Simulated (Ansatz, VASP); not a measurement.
BN: VASP beside Ansatz

The input INCAR:

```
  PREC = Accurate
  ENCUT = 520
  EDIFF = 1E-8
  ISMEAR = 0
  SIGMA = 0.01
  LREAL = Auto
  LASPH = True
  NELM = 100
  ALGO = Normal
  ISIF = 2
  LWAVE = False
  LCHARG = False
  GGA = PE
  LEFG = True
  NBANDS = 86
```

File KPOINTS:

```
regular mesh
0
Gamma
  4 4 3
```

File POSCAR:

```
BN
1.0
    5.0720000000      0.0000000000      0.0000000000
   -2.5360000000      4.3924808480      0.0000000000
    0.0000000000      0.0000000000      8.3980000000
B N
16 16
Direct
    0.3333333333      0.1666666667      0.0001392136
    0.3333333333      0.1666666667      0.5001392136
    0.3333333333      0.6666666667      0.0001392136
    0.3333333333      0.6666666667      0.5001392136
    0.8333333333      0.1666666667      0.0001392136
    0.8333333333      0.1666666667      0.5001392136
    0.8333333333      0.6666666667      0.0001392136
    0.8333333333      0.6666666667      0.5001392136
    0.1666666667      0.3333333333      0.2501392136
    0.1666666667      0.3333333333      0.7501392136
    0.1666666667      0.8333333333      0.2501392136
    0.1666666667      0.8333333333      0.7501392136
    0.6666666667      0.3333333333      0.2501392136
    0.6666666667      0.3333333333      0.7501392136
    0.6666666667      0.8333333333      0.2501392136
    0.6666666667      0.8333333333      0.7501392136
    0.3333333333      0.1666666667      0.1873607864
    0.3333333333      0.1666666667      0.6873607864
    0.3333333333      0.6666666667      0.1873607864
    0.3333333333      0.6666666667      0.6873607864
    0.8333333333      0.1666666667      0.1873607864
    0.8333333333      0.1666666667      0.6873607864
    0.8333333333      0.6666666667      0.1873607864
    0.8333333333      0.6666666667      0.6873607864
    0.1666666667      0.3333333333      0.4373607864
    0.1666666667      0.3333333333      0.9373607864
    0.1666666667      0.8333333333      0.4373607864
    0.1666666667      0.8333333333      0.9373607864
    0.6666666667      0.3333333333      0.4373607864
    0.6666666667      0.3333333333      0.9373607864
    0.6666666667      0.8333333333      0.4373607864
    0.6666666667      0.8333333333      0.9373607864
```

Input for Ansatz:

```yaml
crystal:
  lattice:
    - [5.072, 0.0, 0.0]
    - [-2.536, 4.392480848, 0.0]
    - [0.0, 0.0, 8.398]
  atoms:
    - { symbol: B, position: [0.3333333333, 0.1666666667, 0.0001392136] }
    - { symbol: B, position: [0.3333333333, 0.1666666667, 0.5001392136] }
    - { symbol: B, position: [0.3333333333, 0.6666666667, 0.0001392136] }
    - { symbol: B, position: [0.3333333333, 0.6666666667, 0.5001392136] }
    - { symbol: B, position: [0.8333333333, 0.1666666667, 0.0001392136] }
    - { symbol: B, position: [0.8333333333, 0.1666666667, 0.5001392136] }
    - { symbol: B, position: [0.8333333333, 0.6666666667, 0.0001392136] }
    - { symbol: B, position: [0.8333333333, 0.6666666667, 0.5001392136] }
    - { symbol: B, position: [0.1666666667, 0.3333333333, 0.2501392136] }
    - { symbol: B, position: [0.1666666667, 0.3333333333, 0.7501392136] }
    - { symbol: B, position: [0.1666666667, 0.8333333333, 0.2501392136] }
    - { symbol: B, position: [0.1666666667, 0.8333333333, 0.7501392136] }
    - { symbol: B, position: [0.6666666667, 0.3333333333, 0.2501392136] }
    - { symbol: B, position: [0.6666666667, 0.3333333333, 0.7501392136] }
    - { symbol: B, position: [0.6666666667, 0.8333333333, 0.2501392136] }
    - { symbol: B, position: [0.6666666667, 0.8333333333, 0.7501392136] }
    - { symbol: "N", position: [0.3333333333, 0.1666666667, 0.1873607864] }
    - { symbol: "N", position: [0.3333333333, 0.1666666667, 0.6873607864] }
    - { symbol: "N", position: [0.3333333333, 0.6666666667, 0.1873607864] }
    - { symbol: "N", position: [0.3333333333, 0.6666666667, 0.6873607864] }
    - { symbol: "N", position: [0.8333333333, 0.1666666667, 0.1873607864] }
    - { symbol: "N", position: [0.8333333333, 0.1666666667, 0.6873607864] }
    - { symbol: "N", position: [0.8333333333, 0.6666666667, 0.1873607864] }
    - { symbol: "N", position: [0.8333333333, 0.6666666667, 0.6873607864] }
    - { symbol: "N", position: [0.1666666667, 0.3333333333, 0.4373607864] }
    - { symbol: "N", position: [0.1666666667, 0.3333333333, 0.9373607864] }
    - { symbol: "N", position: [0.1666666667, 0.8333333333, 0.4373607864] }
    - { symbol: "N", position: [0.1666666667, 0.8333333333, 0.9373607864] }
    - { symbol: "N", position: [0.6666666667, 0.3333333333, 0.4373607864] }
    - { symbol: "N", position: [0.6666666667, 0.3333333333, 0.9373607864] }
    - { symbol: "N", position: [0.6666666667, 0.8333333333, 0.4373607864] }
    - { symbol: "N", position: [0.6666666667, 0.8333333333, 0.9373607864] }
kpoints:
  mp_grid: { grid: [4, 4, 3] }
scf:
  occupations: { method: fixed }
hamiltonian:
  xc: pbe
  pseudopotentials: { kind: paw }
output:
  forces: true
  efg:
    quadrupole_moments_barn: { B: 0.04059, "N": 0.02044 }
    contact_densities: true
  core_levels:
    shells: { B: "1s", "N": "1s" }
    counted_from: valence_top
    eps_inf: [4.548, 4.548, 4.714]
```

Alike in both runs: task electric field gradients; functional PBE; k mesh 4 × 4 × 3; no spin polarisation.

|  | VASP | Ansatz |
| --- | --- | --- |
| version | VASP 6.6.1 | Ansatz 0.2.0 |
| potentials or method | VASP PAW PBE potentials, release 64 (B, N) | plane-wave PAW, scalar-relativistic |
| plane-wave cutoff (eV) | 520 | 420 |
| occupations | gaussian, width 0.01 eV | fixed |
| valence electrons in the cell | 128 | 128 |

```tsv
	VASP	Ansatz	Ansatz less VASP
gap on the k mesh at the Fermi level (eV)	5.48	5.50	+0.017
Vzz of the field gradient on the site that differs most (V/Å²)	1.0	0.8	-0.18
```

Caveats: an odd mesh through Γ misses points on the zone boundary, where band edges often lie.
